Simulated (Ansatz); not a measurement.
# Ge2Sb2Te5: competing structures

Computed with DFT PBE, scalar-relativistic, plane waves, PAW in Ansatz 0.2.0. Settings: cutoff 420 eV, Γ-centred meshes no coarser than 0.19 Å⁻¹ for metals and 0.3 Å⁻¹ for insulators (2π included), Gaussian smearing.

All energies are static (0 K, no zero-point motion). Only the structures computed here compete, so a lower one can exist. The k mesh leaves about 4 meV/atom of noise in metals. No dispersion correction is applied, so the spacing between layers, chains or molecules is poorly fixed, and with it the volume and density (Ge2Sb2Te5 P-3m1). Spin–orbit coupling is left out. No run is spin-polarised.

| # | started from | space group | atoms | V (Å³/atom) | ΔE (meV/atom) | gap on mesh (eV) |
| --- | --- | --- | --- | --- | --- | --- |
| 1 | database cell | P-3m1 (No. 164) | 9 | 31.6 | 0 | 0.00 |
| 2 | database cell | Cm (No. 8) | 9 | 32.3 | 24 | 0.24 |

The lowest structure: Space group P-3m1 (No. 164), trigonal, a = 4.264 Å, c = 18.066 Å. Around Ge lie 3 Te at 2.84 Å and 3 Te at 3.32 Å; Sb has 6 Te at 3.02–3.19 Å; Te on Wyckoff site a (1 atom of the primitive cell) has 6 Sb at 3.19 Å; Te on Wyckoff site d (2 atoms of the primitive cell) is coordinated by 3 Sb at 3.02 Å and 3 Ge at 3.32 Å; around Te on Wyckoff site d (2 atoms of the primitive cell) lie 3 Ge at 2.84 Å. Its energy against the elements is -0.09 eV/atom. Formation energies are uncorrected and refer to the lowest elemental structures computed at the same level.

```cif
data_structure
_symmetry_space_group_name_H-M 'P-3m1'
_symmetry_Int_Tables_number 164
_cell_length_a 4.2638
_cell_length_b 4.2638
_cell_length_c 18.0657
_cell_angle_alpha 90.000
_cell_angle_beta 90.000
_cell_angle_gamma 120.000
_cell_volume 284.44
loop_
_atom_site_label
_atom_site_type_symbol
_atom_site_symmetry_multiplicity
_atom_site_Wyckoff_symbol
_atom_site_fract_x
_atom_site_fract_y
_atom_site_fract_z
_atom_site_occupancy
Ge1 Ge 2 c 0.00000 0.00000 0.33208 1
Sb1 Sb 2 d 0.33333 0.66667 0.11226 1
Te1 Te 1 a 0.00000 0.00000 0.00000 1
Te2 Te 2 d 0.33333 0.66667 0.79107 1
Te3 Te 2 d 0.33333 0.66667 0.41040 1
```

The second: Space group Cm (No. 8), monoclinic, a = 13.675 Å, b = 6.107 Å, c = 9.652 Å, β = 133.9°. Ge on Wyckoff site a (1 atom of the primitive cell) has 2 Te at 2.79–2.85 Å, 2 Te at 3.07 Å and 2 Te at 3.26–3.27 Å; around Ge on Wyckoff site a (1 atom of the primitive cell) lie 2 Te at 2.75–2.87 Å, 2 Te at 3.07 Å and 2 Te at 3.28–3.38 Å; Sb on Wyckoff site a (1 atom of the primitive cell) is coordinated by 5 Te at 2.87–3.18 Å and 1 Te at 3.39 Å; Sb on Wyckoff site a (1 atom of the primitive cell) has 6 Te at 2.99–3.26 Å.